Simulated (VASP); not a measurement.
Runs of VASP 6.6.1 on Bi. The structure is trigonal, space group R-3m (No. 166). Conventional cell: a = 4.535 Å, b = 4.535 Å, c = 11.814 Å, α = 90.00°, β = 90.00°, γ = 120.00°. Bi (site symmetry 3m) has 6 Bi at 3.06 to 3.52 Å as nearest neighbours. 

```tsv
task	level	potentials or basis	cutoff (eV)	smearing	ladder	gap on the mesh (eV)	pressure (GPa)	largest force (eV/Å)
single point	PBE	VASP PAW PBE potentials, release 64 (Bi_d)	520	fermi-dirac 0.05 eV	-	0.27	2.0	0.21
single point	PBE	VASP PAW PBE potentials, release 64 (Bi_d)	520	gaussian 0.1 eV	-	0.27	2.0	0.21
single point	PBEsol	VASP PAW PBE potentials, release 64 (Bi_d)	520	fermi-dirac 0.05 eV	free	0.26	-0.4	(b)
single point	LDA	VASP PAW LDA potentials, release 64 (Bi)	500	gaussian 0.02 eV	-	0.27	-1.4	(a)
```

Alike in all rows: no spin polarisation; cell as given; k mesh 7 × 7 × 7.

**Question.** Fill in the values left out.

**Answer.** (a) 0.09; (b) 0.14.

Caveats: spin-orbit coupling is left out, which as a rule narrows the gap of such compounds by several tenths of an eV; an odd mesh through Γ misses points on the zone boundary, where band edges often lie; the PAW data sets were made with another functional, which shifts forces and pressure a little (some runs).

A k mesh can miss the band edges, and the runs leave out spin-orbit coupling on Bi.

Not every run made on this cell is shown here.
